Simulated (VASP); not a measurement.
# Li2S (Fm-3m) in VASP: single point with PBE

Aim: the single point of Li2S with PBE.

Everything below comes from runs of VASP 6.6.1. Logs are shortened: lines on timing, memory, paths and dates and some standing lists are left out, and cuts for length are marked.

### 1 The crystal as given

It takes space group Fm-3m (No. 225, cubic). The conventional cell has a = 5.708 Å, b = 5.708 Å, c = 5.708 Å, α = 90.00°, β = 90.00°, γ = 90.00°. Around Li (site symmetry -43m) lie 4 S at 2.47 Å. S (site symmetry m-3m) has 8 Li at 2.47 Å as nearest neighbours.

### 2 Single point, PBE

INCAR

```
ALGO = Fast ; EDIFF = 1E-6
ENCUT = 520 ; GGA = PE
ISIF = 2 ; ISMEAR = -1
LASPH = T ; LCHARG = T
LELF = T ; LREAL = F
LVHAR = T ; LWAVE = F
NBANDS = 13 ; NELM = 80
PREC = Accurate ; SIGMA = 0.02
```

KPOINTS

```
k-points
0
Gamma
  7 7 7
```

POSCAR

```
Li2S
1.0
    0.0000000000      2.8540000000      2.8540000000
    2.8540000000      0.0000000000      2.8540000000
    2.8540000000      2.8540000000      0.0000000000
Li S
2 1
Direct
    0.2500000000      0.2500000000      0.2500000000
    0.7500000000      0.7500000000      0.7500000000
    0.0000000000      0.0000000000      0.0000000000
```

Potentials or basis: VASP PAW PBE potentials, release 64 (Li_sv, S).

The run is started by

```bash
cat potpaw_PBE.64/Li_sv/POTCAR potpaw_PBE.64/S/POTCAR > POTCAR
mpirun -np 1 vasp_std > vasp.out
```

OUTCAR:

```text
EDIFF = 1E-6
   ENCUT = 520
   GGA = PE
   ISIF = 2
   ISMEAR = -1
   LASPH = T
   LREAL = F
   NELM = 80
   PREC = Accurate

 ion  position               nearest neighbor table
   1  0.250  0.250  0.250-   3 2.47   3 2.47   3 2.47   3 2.47
   2  0.750  0.750  0.750-   3 2.47   3 2.47   3 2.47   3 2.47
   3  0.000  0.000  0.000-   2 2.47   2 2.47   2 2.47   1 2.47   2 2.47   1 2.47   1 2.47   1 2.47

  LATTYP: Found a face centered cubic cell.
 ALAT       =     5.7080000000

  Lattice vectors:

 A1 = (   0.0000000000,   2.8540000000,   2.8540000000)
 A2 = (   2.8540000000,   0.0000000000,   2.8540000000)
 A3 = (   2.8540000000,   2.8540000000,   0.0000000000)

Analysis of symmetry for initial positions (statically):
=====================================================================
 Subroutine PRICEL returns:
 Original cell was already a primitive cell.

 Routine SETGRP: Setting up the symmetry group for a
 face centered cubic supercell.

 Subroutine GETGRP returns: Found 48 space group operations
 (whereof 48 operations were pure point group operations)
 out of a pool of 48 trial point group operations.

The static configuration has the point symmetry O_h .

Analysis of symmetry for dynamics (positions and initial velocities):
=====================================================================
 Subroutine PRICEL returns:
 Original cell was already a primitive cell.

 Routine SETGRP: Setting up the symmetry group for a
 face centered cubic supercell.

 Subroutine GETGRP returns: Found 48 space group operations
 (whereof 48 operations were pure point group operations)
 out of a pool of 48 trial point group operations.

The dynamic configuration has the point symmetry O_h .

 Subroutine INISYM returns: Found 48 space group operations
 (whereof 48 operations are pure point group operations),
 and found     1 'primitive' translations

----------------------------------------------------------------------------------------

                                     Primitive cell

  volume of cell :      46.4935

  direct lattice vectors                    reciprocal lattice vectors
     0.000000000  2.854000000  2.854000000    -0.175192712  0.175192712  0.175192712
     2.854000000  0.000000000  2.854000000     0.175192712 -0.175192712  0.175192712
     2.854000000  2.854000000  0.000000000     0.175192712  0.175192712 -0.175192712

  length of vectors
     4.036165507  4.036165507  4.036165507     0.303442678  0.303442678  0.303442678

  position of ions in fractional coordinates (direct lattice)
     0.250000000  0.250000000  0.250000000
     0.750000000  0.750000000  0.750000000
     0.000000000  0.000000000  0.000000000

  ion indices of the primitive-cell ions
   primitive index   ion index
                 1           1
                 2           2
                 3           3

----------------------------------------------------------------------------------------

 KPOINTS: k-points

Automatic generation of k-mesh.
 Grid dimensions read from file:
 generate k-points for:    7    7    7

 Generating k-lattice:

  Cartesian coordinates                     Fractional coordinates (reciprocal lattice)
    -0.025027530  0.025027530  0.025027530     0.142857143  0.000000000  0.000000000
     0.025027530 -0.025027530  0.025027530     0.000000000  0.142857143  0.000000000
     0.025027530  0.025027530 -0.025027530     0.000000000  0.000000000  0.142857143

  Length of vectors
     0.043348954  0.043348954  0.043348954

  Shift w.r.t. Gamma in fractional coordinates (k-lattice)
     0.000000000  0.000000000  0.000000000

 Subroutine IBZKPT returns following result:
 ===========================================

 Found     20 irreducible k-points:

 Following reciprocal coordinates:
            Coordinates               Weight
  0.000000  0.000000  0.000000      1.000000
  0.142857  0.000000  0.000000      8.000000
  0.285714  0.000000  0.000000      8.000000
  0.428571  0.000000  0.000000      8.000000
  0.142857  0.142857  0.000000      6.000000
  0.285714  0.142857  0.000000     24.000000
[... 12 lines left out ...]
 -0.428571  0.428571  0.142857     24.000000
 -0.285714  0.428571  0.142857     24.000000
   k-points           NKPTS =     20   k-points in BZ     NKDIM =     20   number of bands    NBANDS=     13
   number of dos      NEDOS =    301   number of ions     NIONS =      3
   total plane-waves  NPLWV =  27000
   dimension x,y,z NGX =    30 NGY =   30 NGZ =   30
   dimension x,y,z NGXF=    60 NGYF=   60 NGZF=   60
   ions per type =               2   1
   NGX,Y,Z   is equivalent  to a cutoff of  12.36, 12.36, 12.36 a.u.
   NGXF,Y,Z  is equivalent  to a cutoff of  24.71, 24.71, 24.71 a.u.
 SYSTEM =  unknown system
   PREC   = accura    normal or accurate (medium, high low for compatibility)
   ISTART =      0    job   : 0-new  1-cont  2-samecut
   ICHARG =      2    charge: 1-file 2-atom 10-const
   ISPIN  =      1    spin polarized calculation?
   LNONCOLLINEAR =      F non collinear calculations
   LSORBIT =      F    spin-orbit coupling
   LASPH  =      T    aspherical Exc in radial PAW
   ENCUT  =  520.0 eV  38.22 Ry    6.18 a.u.   7.50  7.50  7.50*2*pi/ulx,y,z
   NELM   =     80;   NELMIN=  2; NELMDL= -5     # of ELM steps
   EDIFF  = 0.1E-05   stopping-criterion for ELM
   LREAL  =      F    real-space projection
   EDIFFG = 0.1E-04   stopping-criterion for IOM
   NSW    =      0    number of steps for IOM
   IBRION =     -1    ionic relax: 0-MD 1-quasi-New 2-CG
   NFREE  =      0    steps in history (QN), initial steepest desc. (CG)
   ISIF   =      2    stress and relaxation
   ISYM   =      2    0-nonsym 1-usesym 2-fastsym
   POTIM  = 0.5000    time-step for ionic-motion
   TEBEG  =    0.0;   TEEND  =   0.0 temperature during run
   PSTRESS=    0.0 pullay stress
   NELECT =      12.0000    total number of electrons
   NUPDOWN=      -1.0000    fix difference up-down
   EMIN   =  10.00;   EMAX   =-10.00  energy-range for DOS
   EFERMI =   0.00;   METHOD = LEGACY
   ISMEAR =    -1;   SIGMA  =   0.02  broadening in eV -4-tet -1-fermi 0-gaus
   EFERMI_NEDOS =   21; number of points for ismear=-14 and -15
   IALGO  =     68    algorithm
   IMIX   =      4    mixing-type and parameters
     AMIX     =   0.40;   BMIX     =  1.00
     AMIX_MAG =   1.60;   BMIX_MAG =  1.00
  volume/ion in A,a.u.               =      15.50       104.58
  Fermi-wavevector in a.u.,A,eV,Ry     =   1.042328  1.969715 14.782032  1.086449
  Thomas-Fermi vector in A             =   2.176989
   LORBIT       =      0    0 simple, 1 ext, 2 COOP (PROOUT), +10 PAW based schemes
   GGA     = PE    functional components
   LHFCALC =     F    Hartree Fock is set to
   AEXX    =    0.0000 exact exchange contribution
   IVDW    =     0    specifies the selected vdW correction
   LEPSILON=     F    determine dielectric tensor
   LRPA    =     F    only Hartree local field effects (RPA)
 non-spin polarized calculation
 RMM-DIIS sequential band-by-band and
  energy-cutoff  :      520.00
  volume of cell :       46.49
 maximum number of plane-waves:      1267
 NGX is ok and might be reduce to    30
   NGX = 15   NGY = 15   NGZ = 15

 number of electron      11.9999984 magnetization

 Free energy of the ion-electron system (eV)
  ---------------------------------------------------
  ext. energy  EPLUGINS =         0.00000000
  ---------------------------------------------------
  free energy    TOTEN  =       -11.99599965 eV

  energy without entropy =      -11.99599965  energy(sigma->0) =      -11.99599965

 E-fermi :   1.8669     XC(G=0):  -8.4874

 val. band max:        1.4325956620   @ k =   0.0000   0.0000   0.0000
 cond. band min:       4.9707581529   @ k =   0.4286   0.4286   0.0000
 fundamental gap:      3.5381624908
 Fermi energy:         1.8668946679

 k-point     1 :       0.0000    0.0000    0.0000
  band No.  band energies     occupation
      1     -42.7573      2.00000
      2     -42.7155      2.00000
      3      -9.5763      2.00000
      4       1.4326      2.00000
      5       1.4326      2.00000
      6       1.4326      2.00000
      7       5.6819      0.00000
      8       7.6594      0.00000
      9       7.6594      0.00000
     10       7.6594      0.00000
     11      12.5980      0.00000
     12      12.5980      0.00000
     13      13.8321      0.00000

 k-point     2 :       0.1429    0.0000    0.0000
  band No.  band energies     occupation
      1     -42.7551      2.00000
      2     -42.7175      2.00000
      3      -9.5039      2.00000
      4       0.6933      2.00000
      5       1.3217      2.00000
      6       1.3217      2.00000
      7       6.2115      0.00000
      8       7.9523      0.00000
      9       7.9523      0.00000
     10       8.1061      0.00000
     11      11.5075      0.00000
     12      11.5075      0.00000
     13      14.0200      0.00000

 k-point     3 :       0.2857    0.0000    0.0000
  band No.  band energies     occupation
      1     -42.7490      2.00000
      2     -42.7229      2.00000
      3      -9.3285      2.00000
      4      -0.5283      2.00000
      5       1.1027      2.00000
      6       1.1027      2.00000
      7       6.9544      0.00000
      8       8.2262      0.00000
      9       8.2262      0.00000
     10       9.0774      0.00000
     11      11.4355      0.00000
     12      11.4355      0.00000
     13      14.5658      0.00000
[... 241 lines left out ...]
 k-point    19 :      -0.4286    0.4286    0.1429
  band No.  band energies     occupation
      1     -42.7404      2.00000
      2     -42.7304      2.00000
      3      -9.0414      2.00000
      4      -0.6639      2.00000
      5      -0.0883      2.00000
      6      -0.0006      2.00000
      7       5.9363      0.00000
      8       9.0966      0.00000
      9       9.7987      0.00000
     10      12.0241      0.00000
     11      12.2205      0.00000
     12      13.4633      0.00000
     13      14.8311      0.00000

 k-point    20 :      -0.2857    0.4286    0.1429
  band No.  band energies     occupation
      1     -42.7362      2.00000
      2     -42.7345      2.00000
      3      -9.0239      2.00000
      4      -0.6263      2.00000
      5      -0.4201      2.00000
      6       0.0946      2.00000
      7       6.7193      0.00000
      8       8.8877      0.00000
      9      10.2279      0.00000
     10      10.7452      0.00000
     11      12.3841      0.00000
     12      12.5678      0.00000
     13      14.9739      0.00000

------------------------ aborting loop because EDIFF is reached ----------------------------------------

  FORCE on cell =-STRESS in cart. coord.  units (eV):
  Direction    XX          YY          ZZ          XY          YZ          ZX
  --------------------------------------------------------------------------------------
  -------------------------------------------------------------------------------------
  Total       -0.0411550     -0.0411550     -0.0411550      0.0000000      0.0000000     -0.0000000
  in kB       -1.4182141     -1.4182141     -1.4182141      0.0000000      0.0000000     -0.0000000
  external PRESSURE =      -1.4182141 kB  Pullay stress =       0.0000000 kB

 VOLUME and BASIS-vectors are now :
 -----------------------------------------------------------------------------
  energy-cutoff  :      520.00
  volume of cell :       46.49
      direct lattice vectors                 reciprocal lattice vectors
     0.000000000  2.854000000  2.854000000    -0.175192712  0.175192712  0.175192712
     2.854000000  0.000000000  2.854000000     0.175192712 -0.175192712  0.175192712
     2.854000000  2.854000000  0.000000000     0.175192712  0.175192712 -0.175192712

 POSITION                                       TOTAL-FORCE (eV/Angst)
 -----------------------------------------------------------------------------------
      1.42700      1.42700      1.42700        -0.000000     -0.000000     -0.000000
      4.28100      4.28100      4.28100         0.000000      0.000000      0.000000
      0.00000      0.00000      0.00000        -0.000000     -0.000000      0.000000
 -----------------------------------------------------------------------------------
    total drift:                                0.000000     -0.000000      0.000000

  FREE ENERGIE OF THE ION-ELECTRON SYSTEM (eV)
  ---------------------------------------------------
  free  energy   TOTEN  =       -11.9959996501 eV

  energy  without entropy=      -11.9959996501  energy(sigma->0) =      -11.99599965
```

Run time: 25 s. Hardware: 1 thread of Intel Xeon Platinum 8375C at 2.90GHz (Ice Lake), shared host; peak memory 0.15 GiB.

Results:

| Item | Value |
| --- | --- |
| Free energy | -11.9960 eV |
| Band gap on the k mesh | 3.54 eV, indirect (least direct gap 4.25 eV) |

Levels at points of the mesh, in eV from the valence-band top:
| k point | band 4 | band 5 | band 6 | band 7 | band 8 | band 9 |
| --- | --- | --- | --- | --- | --- | --- |
| (0.00, 0.00, 0.00) | 0.00 | 0.00 | 0.00 | 4.25 | 6.23 | 6.23 |

Caveat: the cutoff is under 1.25 times the usual one of these potentials, so pressure, stress and relaxed cells hold a basis-set (Pulay) error; an odd mesh through Γ misses points on the zone boundary, where band edges often lie.
